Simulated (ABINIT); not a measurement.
Crystal: BaZrO3.

```
Ba Zr O
1.0
     4.19134    0.00000    0.00000
     0.00000    4.19134    0.00000
     0.00000    0.00000    4.19134
Ba Zr O
1 1 3
Direct
  0.00000 0.00000 0.00000
  0.50000 0.50000 0.50000
  0.50000 0.50000 0.00000
  0.50000 0.00000 0.50000
  0.00000 0.50000 0.50000
```

Base run:

| Item | Value |
| --- | --- |
| Program | ABINIT 10.8.3 (patched build) |
| Functional | PBEsol |
| Potentials or basis | JTH PAW PBE v2.0 |
| Cutoff | 626 eV |
| k mesh | 8 × 8 × 8 |
| Occupations | fermi-dirac, width 0.05 eV |
| Spin | no spin polarisation |

Its results: band gap on the k mesh 3.11 eV, indirect (least direct gap 3.33 eV); pressure -0.8 GPa.

Q: After a change of settings the same cell gave: band gap on the k mesh 2.91 eV, indirect (least direct gap 3.13 eV); pressure 1.1 GPa. Which change was it?
A. functional from PBEsol to AM05; k mesh from 8 × 8 × 8 to 6 × 6 × 6
B. functional from PBEsol to PBE
C. k mesh from 8 × 8 × 8 to 2 × 2 × 2
D. k mesh from 8 × 8 × 8 to 4 × 4 × 4

A: C.

Caveats: some runs use coarse meshes; this set's barium file shifts pressures by 1.5 GPa and gaps by 0.1 eV against other sets; the PAW data sets were made with another functional, which shifts forces and pressure a little; spin-orbit coupling is left out, which moves the levels of the heavy elements.
